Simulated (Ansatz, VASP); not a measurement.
**SrO: VASP beside Ansatz**

The input INCAR:

```
PREC = Accurate ; ENCUT = 520
EDIFF = 1E-7 ; ISMEAR = -1
SIGMA = 0.05 ; LREAL = F
LASPH = T ; NELM = 60
ALGO = Normal ; ISIF = 2
LWAVE = F ; LCHARG = F
GGA = PE ; NBANDS = 15
```

KPOINTS

```
regular mesh
0
Gamma
  9 9 9
```

POSCAR

```
SrO
1.0
    0.0000000000      2.5490759911      2.5490759911
    2.5490759911      0.0000000000      2.5490759911
    2.5490759911      2.5490759911      0.0000000000
Sr O
1 1
Direct
    0.5000000000      0.5000000000      0.5000000000
    0.0000000000      0.0000000000      0.0000000000
```

File input.yaml:

```yaml
crystal:
  lattice:
    - [0.0, 2.5490759911, 2.5490759911]
    - [2.5490759911, 0.0, 2.5490759911]
    - [2.5490759911, 2.5490759911, 0.0]
  atoms:
    - { symbol: Sr, position: [0.5, 0.5, 0.5] }
    - { symbol: O, position: [0.0, 0.0, 0.0] }
hamiltonian:
  xc: pbe
  pseudopotentials: { kind: paw }
kpoints:
  mp_grid: { grid: [9, 9, 9] }
scf:
  occupations: { method: fermi_dirac, width: 0.05 }
output:
  forces: true
  stress: true
  eigenvalues: true
  write_density: true
  write_potential: true
  elf: true
  volumetric_format: npy
```

Change from the starting cell: volume scaled by 0.98.

Alike in both runs: task single point; functional PBE; k mesh 9 × 9 × 9; occupations fermi-dirac, width 0.05 eV; no spin polarisation.

```csv
,VASP,Ansatz
version,VASP 6.6.1,Ansatz 0.2.0
potentials or method,"VASP PAW PBE potentials, release 64 (Sr_sv, O)",Ansatz PAW
plane-wave cutoff (eV),520,420
valence electrons in the cell,16,16
```

```csv
,VASP,Ansatz,Ansatz less VASP
gap on the k mesh at the Fermi level (eV),3.31,3.36,+0.051
least direct gap on the mesh (eV),3.39,3.43,+0.039
pressure (GPa),6.1,5.4,-0.66
```

With one functional, cell and mesh, what is left measures potentials, basis and numerics.

Caveats: an odd mesh through Γ misses points on the zone boundary, where band edges often lie (VASP); odd divisions of the mesh miss points on the zone boundary, where band edges often lie, so the gap on the mesh can be too wide (Ansatz); the pressure holds a Pulay correction of +0.4 GPa for the finite cutoff (Ansatz).
